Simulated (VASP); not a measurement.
# AlN (P6_3mc) in VASP: phonons with PBE

Aim: the phonons of AlN with PBE.

Program: VASP 6.6.1. These are calculated values, not measurements. Logs are shortened: lines on timing, memory, paths and dates and some standing lists are left out, and cuts for length are marked.

### Step 1. The structure

The structure is hexagonal, space group P6_3mc (No. 186). The conventional cell has a = 3.128 Å, b = 3.128 Å, c = 5.015 Å, α = 90.00°, β = 90.00°, γ = 120.00°. Al (site symmetry 3m) is surrounded by 4 N at 1.90 to 1.91 Å. Around N (site symmetry 3m) lie 4 Al at 1.90 to 1.91 Å.

The cell was built by a generator and needn't be a form met in nature.

### Step 2. Phonons, PBE

POSCAR reads:

```
AlN
1.0
    3.1280010000      0.0000000000      0.0000000000
   -1.5640005000      2.7089283291      0.0000000000
    0.0000000000      0.0000000000      5.0149190000
Al N
2 2
Direct
    0.3333333333      0.6666666667      0.0000000000
    0.6666666667      0.3333333333      0.5000000000
    0.3333333333      0.6666666667      0.3815230000
    0.6666666667      0.3333333333      0.8815230000
```

INCAR.step1 reads:

```
PREC = Accurate ; ENCUT = 600
EDIFF = 1E-8 ; ISMEAR = 0
SIGMA = 0.05 ; LREAL = False
LASPH = True ; NELM = 60
ALGO = Normal ; ISIF = 3
LWAVE = False ; LCHARG = False
GGA = PE ; IBRION = 2
NSW = 40 ; EDIFFG = -0.002
```

INCAR.step2 reads:

```
PREC = Accurate ; ENCUT = 600
EDIFF = 1E-8 ; ISMEAR = 0
SIGMA = 0.05 ; LREAL = False
LASPH = True ; NELM = 60
ALGO = Normal ; ISIF = 2
LWAVE = False ; LCHARG = False
GGA = PE ; IBRION = 6
NFREE = 2 ; POTIM = 0.015
NSW = 1
```

KPOINTS reads:

```
regular mesh
0
Gamma
  9 9 6
```

Potentials or basis: VASP PAW PBE potentials, release 64 (Al, N).

The run is started by

```sh
$ cat potpaw_PBE.64/Al/POTCAR potpaw_PBE.64/N/POTCAR > POTCAR
$ cp INCAR.step1 INCAR
$ mpirun -np 1 vasp_std > vasp.out
$ cp CONTCAR POSCAR
$ cp INCAR.step2 INCAR
$ mpirun -np 1 vasp_std > vasp.out
```

OUTCAR:

```text
PREC = Accurate
   ENCUT = 600
   EDIFF = 1E-8
   ISMEAR = 0
   LREAL = False
   LASPH = True
   NELM = 60
   ISIF = 2
   GGA = PE
   IBRION = 6
   NFREE = 2
   POTIM = 0.015
   NSW = 1

 ion  position               nearest neighbor table
   1  0.333  0.667  0.000-   4 1.90   4 1.90   4 1.90   3 1.91   2 3.09   2 3.09   2 3.09   2 3.09
                             2 3.09   2 3.09
   2  0.667  0.333  0.500-   3 1.90   3 1.90   3 1.90   4 1.91   1 3.09   1 3.09   1 3.09   1 3.09
                             1 3.09   1 3.09
   3  0.333  0.667  0.382-   2 1.90   2 1.90   2 1.90   1 1.91
   4  0.667  0.333  0.882-   1 1.90   1 1.90   1 1.90   2 1.91

  LATTYP: Found a hexagonal cell.
 ALAT       =     3.1280010000
 C/A-ratio  =     1.6032344619

  Lattice vectors:

 A1 = (   3.1280010000,   0.0000000000,   0.0000000000)
 A2 = (  -1.5640005000,   2.7089283291,   0.0000000000)
 A3 = (   0.0000000000,   0.0000000000,   5.0149190000)

Analysis of symmetry for initial positions (statically):
=====================================================================
 Subroutine PRICEL returns:
 Original cell was already a primitive cell.

 Routine SETGRP: Setting up the symmetry group for a
 hexagonal supercell.

 Subroutine GETGRP returns: Found 12 space group operations
 (whereof  6 operations were pure point group operations)
 out of a pool of 24 trial point group operations.

The static configuration has the point symmetry C_3v.
 The point group associated with its full space group is C_6v.

Analysis of symmetry for dynamics (positions and initial velocities):
=====================================================================
 Subroutine PRICEL returns:
 Original cell was already a primitive cell.

 Routine SETGRP: Setting up the symmetry group for a
 hexagonal supercell.

 Subroutine GETGRP returns: Found 12 space group operations
 (whereof  6 operations were pure point group operations)
 out of a pool of 24 trial point group operations.

The dynamic configuration has the point symmetry C_3v.
 The point group associated with its full space group is C_6v.

 Subroutine INISYM returns: Found 12 space group operations
 (whereof  6 operations are pure point group operations),
 and found     1 'primitive' translations

----------------------------------------------------------------------------------------

                                     Primitive cell

  volume of cell :      42.4941

  direct lattice vectors                    reciprocal lattice vectors
     3.128001000  0.000000000  0.000000000     0.319692992  0.184574835  0.000000000
    -1.564000500  2.708928329  0.000000000     0.000000000  0.369149670  0.000000000
     0.000000000  0.000000000  5.014919000     0.000000000  0.000000000  0.199405015

  length of vectors
     3.128001000  3.128001000  5.014919000     0.369149670  0.369149670  0.199405015

  position of ions in fractional coordinates (direct lattice)
     0.333333333  0.666666667  0.000000000
     0.666666667  0.333333333  0.500000000
     0.333333333  0.666666667  0.381523000
     0.666666667  0.333333333  0.881523000

  ion indices of the primitive-cell ions
   primitive index   ion index
                 1           1
                 2           2
                 3           3
                 4           4

----------------------------------------------------------------------------------------

 KPOINTS: regular mesh

Automatic generation of k-mesh.
 Grid dimensions read from file:
 generate k-points for:    9    9    6

 Generating k-lattice:

  Cartesian coordinates                     Fractional coordinates (reciprocal lattice)
     0.035521444  0.020508315  0.000000000     0.111111111  0.000000000  0.000000000
     0.000000000  0.041016630  0.000000000     0.000000000  0.111111111  0.000000000
     0.000000000  0.000000000  0.033234169     0.000000000  0.000000000  0.166666667

  Length of vectors
     0.041016630  0.041016630  0.033234169

  Shift w.r.t. Gamma in fractional coordinates (k-lattice)
     0.000000000  0.000000000  0.000000000

 Subroutine IBZKPT returns following result:
 ===========================================
[... 35 lines left out ...]
   ions per type =               2   2
   NGX,Y,Z   is equivalent  to a cutoff of  14.88, 14.88, 13.26 a.u.
   NGXF,Y,Z  is equivalent  to a cutoff of  29.76, 29.76, 26.52 a.u.
 SYSTEM =  unknown system
   PREC   = accura    normal or accurate (medium, high low for compatibility)
   ISTART =      0    job   : 0-new  1-cont  2-samecut
   ICHARG =      2    charge: 1-file 2-atom 10-const
   ISPIN  =      1    spin polarized calculation?
   LNONCOLLINEAR =      F non collinear calculations
   LSORBIT =      F    spin-orbit coupling
   LASPH  =      T    aspherical Exc in radial PAW
   ENCUT  =  600.0 eV  44.10 Ry    6.64 a.u.   6.25  6.25 10.02*2*pi/ulx,y,z
   NELM   =     60;   NELMIN=  2; NELMDL=  0     # of ELM steps
   EDIFF  = 0.1E-07   stopping-criterion for ELM
   LREAL  =      F    real-space projection
   EDIFFG = 0.1E-06   stopping-criterion for IOM
   NSW    =     85    number of steps for IOM
   IBRION =      6    ionic relax: 0-MD 1-quasi-New 2-CG
   NFREE  =      2    steps in history (QN), initial steepest desc. (CG)
   ISIF   =      2    stress and relaxation
   ISYM   =      2    0-nonsym 1-usesym 2-fastsym
   POTIM  = 0.0150    time-step for ionic-motion
   TEBEG  =    0.0;   TEEND  =   0.0 temperature during run
   PSTRESS=    0.0 pullay stress
   NELECT =      16.0000    total number of electrons
   NUPDOWN=      -1.0000    fix difference up-down
   EMIN   =  10.00;   EMAX   =-10.00  energy-range for DOS
   EFERMI =   0.00;   METHOD = LEGACY
   ISMEAR =     0;   SIGMA  =   0.05  broadening in eV -4-tet -1-fermi 0-gaus
   EFERMI_NEDOS =   21; number of points for ismear=-14 and -15
   IALGO  =     38    algorithm
   IMIX   =      4    mixing-type and parameters
     AMIX     =   0.40;   BMIX     =  1.00
     AMIX_MAG =   1.60;   BMIX_MAG =  1.00
  volume/ion in A,a.u.               =      10.62        71.69
  Fermi-wavevector in a.u.,A,eV,Ry     =   1.182149  2.233937 19.013804  1.397475
  Thomas-Fermi vector in A             =   2.318408
   LORBIT       =      0    0 simple, 1 ext, 2 COOP (PROOUT), +10 PAW based schemes
   GGA     = PE    functional components
   LHFCALC =     F    Hartree Fock is set to
   AEXX    =    0.0000 exact exchange contribution
   IVDW    =     0    specifies the selected vdW correction
   LEPSILON=     F    determine dielectric tensor
   LRPA    =     F    only Hartree local field effects (RPA)
 finite differences with symmetry
 non-spin polarized calculation
 Gauss-broadening in eV      SIGMA  =   0.05
  energy-cutoff  :      600.00
  volume of cell :       42.49
 maximum number of plane-waves:      1436
 NGX is ok and might be reduce to    28
   NGX = 13   NGY = 13   NGZ = 21

--------------------------------------- Ionic step        1  -------------------------------------------

 number of electron      15.9999999 magnetization

 Free energy of the ion-electron system (eV)
  ---------------------------------------------------
  ext. energy  EPLUGINS =         0.00000000
  ---------------------------------------------------
  free energy    TOTEN  =       -29.78353666 eV

  energy without entropy =      -29.78353666  energy(sigma->0) =      -29.78353666

------------------------ aborting loop because EDIFF is reached ----------------------------------------

  FORCE on cell =-STRESS in cart. coord.  units (eV):
  Direction    XX          YY          ZZ          XY          YZ          ZX
  --------------------------------------------------------------------------------------
  -------------------------------------------------------------------------------------
  Total        0.0004514      0.0004514      0.0020034      0.0000000      0.0000000      0.0000000
  in kB        0.0170181      0.0170181      0.0755337      0.0000000      0.0000000      0.0000000
  external PRESSURE =       0.0365233 kB  Pullay stress =       0.0000000 kB
[... 291 lines left out ...]
--------------------------------------- Ionic step        9  -------------------------------------------

 number of electron      16.0000000 magnetization

 Free energy of the ion-electron system (eV)
  ---------------------------------------------------
  ext. energy  EPLUGINS =         0.00000000
  ---------------------------------------------------
  free energy    TOTEN  =       -29.78136775 eV

  energy without entropy =      -29.78136775  energy(sigma->0) =      -29.78136775

 E-fermi :   6.1753     XC(G=0): -10.8360

 val. band max:        5.9590087496   @ k =   0.0000   0.0000   0.0000
 cond. band min:      10.0422069664   @ k =   0.0000   0.0000   0.0000
 fundamental gap:      4.0831982168
 Fermi energy:         6.1753231513

 k-point     1 :       0.0000    0.0000    0.0000
  band No.  band energies     occupation
      1      -9.0967      2.00000
      2      -7.0067      2.00000
      3       0.0592      2.00000
      4       5.1478      2.00000
      5       5.1478      2.00000
      6       5.7914      2.00000
      7       5.7914      2.00000
      8       5.9590      2.00000
      9      10.0422      0.00000
     10      12.5063      0.00000
     11      16.4356      0.00000
     12      17.0288      0.00000
[... 331 lines left out ...]
 k-point    24 :       0.3333    0.3333    0.1667
  band No.  band energies     occupation
      1      -6.6504      2.00000
      2      -6.6470      2.00000
      3       1.3666      2.00000
      4       1.8443      2.00000
      5       1.8549      2.00000
      6       3.3457      2.00000
      7       4.1082      2.00000
      8       4.1305      2.00000
      9      11.4037      0.00000
     10      14.2161      0.00000
     11      14.9493      0.00000
     12      15.0583      0.00000

 [... further k-points ...]

------------------------ aborting loop because EDIFF is reached ----------------------------------------

  FORCE on cell =-STRESS in cart. coord.  units (eV):
  Direction    XX          YY          ZZ          XY          YZ          ZX
  --------------------------------------------------------------------------------------
  -------------------------------------------------------------------------------------
  Total       -0.0745852     -0.0745852      0.1798597     -0.0000000      0.0000000      0.0000000
  in kB       -2.8121287     -2.8121287      6.7813511     -0.0000000      0.0000000      0.0000000
  external PRESSURE =       0.3856979 kB  Pullay stress =       0.0000000 kB
[... 19 lines left out ...]
  FREE ENERGIE OF THE ION-ELECTRON SYSTEM (eV)
  ---------------------------------------------------
  free  energy   TOTEN  =       -29.7813677472 eV

  energy  without entropy=      -29.7813677472  energy(sigma->0) =      -29.78136775

 INTERNAL STRAIN TENSORS FROM DISPLACED ATOMS
 ============================================

 INTERNAL STRAIN TENSOR FOR ION    1 for displacements in x,y,z  (eV/Angst):
          X           Y           Z          XY          YZ          ZX
  --------------------------------------------------------------------------------
  x     0.00000     0.00000     0.00000    -8.24120     0.00000    -4.92394
  y    -8.24120     8.24120     0.00000     0.00000    -4.92394    -0.00000
  z    -5.08405    -5.08405    11.26915     0.00000     0.00000     0.00000

 INTERNAL STRAIN TENSOR FOR ION    4 for displacements in x,y,z  (eV/Angst):
          X           Y           Z          XY          YZ          ZX
  --------------------------------------------------------------------------------
  x     0.00000     0.00000     0.00000     9.87939    -0.00000     4.92079
  y     9.87939    -9.87939     0.00000     0.00000     4.92079     0.00000
  z     5.09174     5.09174   -11.27359     0.00000     0.00000     0.00000

 Eigenvectors and eigenvalues of the dynamical matrix
 ----------------------------------------------------

   1 f  =   21.218423 THz   133.319284 2PiTHz  707.770407 cm-1    87.752307 meV
             X         Y         Z           dx          dy          dz
     -0.000000  1.805952  0.000000    -0.000000    0.000000   -0.006887
      1.564001  0.902976  2.507459    -0.000000    0.000000    0.006887
     -0.000000  1.805952  1.913307     0.000000   -0.000000   -0.707073
      1.564001  0.902976  4.420766     0.000000   -0.000000    0.707073
[... 71 lines left out ...]
  12 f/i=    0.000231 THz     0.001451 2PiTHz    0.007702 cm-1     0.000955 meV
             X         Y         Z           dx          dy          dz
     -0.000000  1.805952  0.000000    -0.000000   -0.000000    0.573738
      1.564001  0.902976  2.507459    -0.000000   -0.000000    0.573738
     -0.000000  1.805952  1.913307    -0.000000   -0.000000    0.413310
      1.564001  0.902976  4.420766    -0.000000   -0.000000    0.413310

 ELASTIC MODULI CONTR FROM IONIC RELAXATION (kBar)
 Direction    XX          YY          ZZ          XY          YZ          ZX
 --------------------------------------------------------------------------------
 XX        -640.6160    317.1264    358.3180      0.0000      0.0000     -0.0000
 YY         317.1264   -640.6160    358.3180      0.0000      0.0000      0.0000
 ZZ         358.3180    358.3180   -793.7925     -0.0000     -0.0000     -0.0000
 XY           0.0000      0.0000     -0.0000   -478.8712     -0.0000      0.0000
 YZ          -0.0000      0.0000     -0.0000     -0.0000   -127.1792     -0.0000
 ZX          -0.0000      0.0000     -0.0000      0.0000     -0.0000   -127.1792
 --------------------------------------------------------------------------------
```

It took 10 min on 1 thread of Intel Xeon Platinum 8259CL at 2.50GHz (Skylake/Cascade Lake), shared host; peak memory 0.36 GiB.

What came out:

- Highest phonon frequency at Γ, LO-TO splitting left out: 708 cm⁻¹

Phonon frequencies in cm⁻¹ (negative: imaginary):
```tsv
q point	frequencies
(0.000, 0.000, 0.000)	0 0 0 237 237 537 597 639 639 651 651 708
```
